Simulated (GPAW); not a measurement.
## MgS (Niningerite) in GPAW: convergence with basis set

Input of the first run (basis set lcao:sz(dzp)); the others differ in this setting and in those tied to it:

run.py

```python
from ase.dft.bandgap import bandgap
from ase.io import read, write
from gpaw import GPAW

atoms = read('POSCAR')

calc = GPAW(mode='lcao',
            h=0.16,
            basis='sz(dzp)',
            xc='PBE',
            kpts={'size': (9, 9, 9), 'gamma': True},
            occupations={'name': 'fermi-dirac', 'width': 0.05},
            convergence={'density': 1e-05, 'energy': 1e-05},
            maxiter=100,
            txt='gpaw.txt')
atoms.calc = calc
energy = atoms.get_potential_energy()
forces = atoms.get_forces()
calc.write('gs.gpw')
write('result.traj', atoms)
print(f'Energy: {energy:.6f} eV')
print('Forces (eV/A):')
print(forces.round(4))
print('Fermi level:', round(calc.get_fermi_level(), 4), 'eV')
print(f'Gap: {bandgap(calc)[0]:.4f} eV, direct: {bandgap(calc, direct=True)[0]:.4f} eV')
```

File POSCAR:

```
MgS
1.0
    0.0000000000      2.6016500000      2.6016500000
    2.6016500000      0.0000000000      2.6016500000
    2.6016500000      2.6016500000      0.0000000000
S Mg
1 1
Direct
    0.5000000000      0.5000000000      0.5000000000
    0.0000000000      0.0000000000      0.0000000000
```

Potentials or basis: GPAW PAW data sets (gpaw-data 1.2.1), lcao:sz(dzp).

Run with:

```bash
$ OMP_NUM_THREADS=1 python run.py
```

Hardware: 1 thread of Arm Neoverse V1 (shared host).

**Question.** The values tried are lcao:sz(dzp), lcao:szp(dzp), lcao:dz(dzp), lcao:dzp, fd, pw, loosest first. From which on does the gap on the mesh stay within 0.01 eV of the tightest run that finished?

**Answer.** From lcao:dzp on.

```csv
basis set,"energy less the tightest run, at zero smearing (meV/atom)",gap on the mesh (eV),SCF cycles,CPU time (s),peak memory (GiB)
lcao:sz(dzp),502.00,3.345,8,78,0.17
lcao:szp(dzp),425.79,2.755,8,150,0.19
lcao:dz(dzp),288.84,3.425,8,110,0.19
lcao:dzp,204.30,2.914,8,200,0.21
fd,11.04,2.922,9,36,0.26
pw,0.00,2.923,9,19,0.17
```

Not settled before the last step: the energy (to 1 meV/atom). The tightest run that finished is the yardstick and may itself not be fully converged.

Caveat, for the tightest run too: an odd mesh through Γ misses points on the zone boundary, where band edges often lie.
